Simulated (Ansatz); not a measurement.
The system is AlCu3.

```
Cu Al
1.0
     0.00000    2.88801    2.88801
     2.88801    0.00000    2.88801
     2.88801    2.88801    0.00000
Cu Al
3 1
Direct
  0.75000 0.75000 0.75000
  0.25000 0.25000 0.25000
  0.50000 0.50000 0.50000
  0.00000 0.00000 0.00000
```

The cell comes from a database or a generator and needn't be the stable form of this composition.

```yaml
Program: Ansatz 0.2.0
Task: relaxation of cell and atoms
Functional: PBEsol
Dispersion: D4
Potentials_or_basis: Ansatz PAW
Cutoff: "420 eV (not typed: the program's choice for these potentials)"
k_mesh: 8 × 8 × 8
Occupations: fermi-dirac, width 0.05 eV
Spin: no spin polarisation
```

At the start: volume 12.04 Å³/atom.

**Question.** How do energy, volume and symmetry change on relaxing?

**Answer.** It ends after 5 steps and the volume is 11.70 Å³/atom (-2.8 %); space group Fm-3m (No. 225, to 0.05 Å).

The path:
```tsv
step	energy change (eV)	largest force (eV/Å)	volume (Å³)
1	0.0000	0.0000	48.18
2	-0.0163	0.0000	47.37
3	-0.0200	0.0000	46.78
4	-0.0200	0.0000	46.81
5	-0.0191	0.0000	46.81
```

Final structure:
```cif
data_structure
_symmetry_space_group_name_H-M 'P 1'
_symmetry_Int_Tables_number 1
_cell_length_a 4.0453
_cell_length_b 4.0453
_cell_length_c 4.0453
_cell_angle_alpha 60.000
_cell_angle_beta 60.000
_cell_angle_gamma 60.000
_cell_volume 46.81
loop_
_atom_site_label
_atom_site_type_symbol
_atom_site_fract_x
_atom_site_fract_y
_atom_site_fract_z
_atom_site_occupancy
Cu1 Cu 0.75000 0.75000 0.75000 1
Cu2 Cu 0.25000 0.25000 0.25000 1
Cu3 Cu 0.50000 0.50000 0.50000 1
Al1 Al 0.00000 0.00000 0.00000 1
```

Caveat: the plane-wave basis is chosen anew once the cell has moved, so the energies of steps on either side of that aren't comparable; pairwise dispersion overbinds metals, which lowers pressure and volume; the PAW data sets come from PBE, with cores solved anew for the run's functional, which leaves a small shift of forces and pressure.
